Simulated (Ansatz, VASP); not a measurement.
**Mo: VASP beside Ansatz**

```
CELL_PARAMETERS angstrom
2.59170 0.00000 0.00000
0.00000 2.59170 0.00000
0.00000 0.00000 2.59170
ATOMIC_POSITIONS crystal
Mo 0.00000 0.00000 0.00000
```

Alike in both runs: functional r2SCAN; k mesh 16 × 16 × 16; occupations gaussian, width 0.1 eV; no spin polarisation.

Ansatz relaxed the structure, and its values are those at the end. VASP's run is a single point on that final structure, the one shown.

|  | VASP | Ansatz |
| --- | --- | --- |
| version | VASP 6.6.1 | Ansatz 0.2.0 |
| potentials or method | VASP PAW PBE potentials, release 64 (Mo_sv) | scalar-relativistic, plane waves, PAW |
| plane-wave cutoff (eV) | 520 | 500 |
| valence electrons in the cell | 14 | 14 |

|  | VASP | Ansatz | Ansatz less VASP |
| --- | --- | --- | --- |
| gap on the k mesh at the Fermi level (eV) | none | none | - |
| pressure (GPa) | 1.0 | 0.0 | -1.01 |

A gap of «none» marks a metal or a gap that the smearing closes. With one functional, cell and mesh, what is left measures potentials, basis and numerics.

Caveats: the PAW data sets were made with another functional, which shifts forces and pressure a little (VASP).
